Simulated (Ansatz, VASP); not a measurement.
One calculation of SnTe, two programs

```
CELL_PARAMETERS angstrom
0.00000 3.15085 3.15085
3.15085 0.00000 3.15085
3.15085 3.15085 0.00000
ATOMIC_POSITIONS crystal
Te 0.50000 0.50000 0.50000
Sn 0.00000 0.00000 0.00000
```

Alike in both runs: task single point; functional PBE; k mesh 7 × 7 × 7; occupations gaussian, width 0.018 eV; no spin polarisation.

```csv
,VASP,Ansatz
version,VASP 6.6.1,Ansatz 0.2.0
potentials or method,"VASP PAW PBE potentials, release 64 (Te, Sn_d)",Ansatz PAW
plane-wave cutoff (eV),520,420
valence electrons in the cell,20,30
```

```csv
,VASP,Ansatz,Ansatz less VASP
gap on the k mesh at the Fermi level (eV),0.66,0.66,+0.001
least direct gap on the mesh (eV),0.66,0.66,+0.001
pressure (GPa),2.2,2.2,+0.06
```

The two sets of potentials don't hold the same shells in valence.

Spin-orbit coupling is left out, which matters for the levels of Te.
